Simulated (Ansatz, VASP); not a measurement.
Two plane-wave programs on C

```
C
1.0
     1.25873    0.72673    3.34701
    -1.25873    0.72673    3.34701
     0.00000   -1.45345    3.34701
C
2
Direct
  0.16400 0.16400 0.16400
  0.83600 0.83600 0.83600
```

Change from the starting cell: strain +0.025 along x and y, +0.000 along z, atoms carried along.

Alike in both runs: task single point; functional LDA; k mesh 12 × 12 × 12; occupations gaussian, width 0.05 eV; no spin polarisation.

```csv
,VASP,Ansatz
version,VASP 6.6.1,Ansatz 0.2.0
potentials or method,"VASP PAW LDA potentials, release 64 (C)","scalar-relativistic, plane waves, PAW"
plane-wave cutoff (eV),520,420
valence electrons in the cell,8,8
```

Ansatz gave:

| Quantity | Value |
| --- | --- |
| gap on the k mesh at the Fermi level (eV) | 0.79 |
| least direct gap on the mesh (eV) | 0.79 |
| pressure (GPa) | -22.5 |
| largest component of the traceless stress (GPa) | 21.68 |
| rms of the force components (eV/Å) | 0.515 |

Task: Estimate VASP's values.

Result: gap on the k mesh at the Fermi level (eV): 0.79; least direct gap on the mesh (eV): 0.79; pressure (GPa): -21.7; largest component of the traceless stress (GPa): 20.83; rms of the force components (eV/Å): 0.512.

Atom by atom the forces differ by 0.003 eV/Å (rms over components).

Caveats: so large a pressure means that the cell lies far from this level's equilibrium, or that cutoff or potentials fall short (VASP).
